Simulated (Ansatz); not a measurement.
## Perturbing Te₂Mo

Base: an entry of the Crystallography Open Database (COD) whose atoms were relaxed with PBE, the cell held.

```
CELL_PARAMETERS angstrom
3.51820 0.00000 0.00000
-1.75910 3.04685 0.00000
0.00000 0.00000 13.97360
ATOMIC_POSITIONS crystal
Te 0.33333 0.66667 0.62009
Te 0.66667 0.33333 0.12009
Te 0.33333 0.66667 0.87991
Te 0.66667 0.33333 0.37991
Mo 0.33333 0.66667 0.25000
Mo 0.66667 0.33333 0.75000
```

Atom numbers follow the list; atoms alike are taken as one site, whose name carries the number of the first.

The numbers come from a DFT calculation in Ansatz (PBE, plane waves and PAW, scalar-relativistic, 420 eV cutoff, Γ-centred 14×14×3 k-points, Fermi–Dirac smearing 0.02 eV).

Gradients in 10²¹ V/m²:

| site | atoms | V_zz base | η base | V_zz variant | η variant |
| --- | --- | --- | --- | --- | --- |
| Te | 1, 2, 3, 4 | -18.13 | 0.00 | -17.62 | 0.00 |
| Mo | 5, 6 | -6.42 | 0.00 | -6.68 | 0.00 |

Task: Which change was made?
A. volume scaled by 0.98, ions relaxed
B. volume scaled by 1.06, ions relaxed
C. z compressed by 2 %, ions relaxed
D. z stretched by 3 %, ions relaxed

Result: C. The largest change of V_zz is on Te, from -18.13 to -17.62. In per cent, |V_zz| changes by -3 on Te, +4 on Mo (all sites that start above 0.5).

Without spin–orbit coupling the gradients at and beside Te can be off by some per cent, at some sites by more.
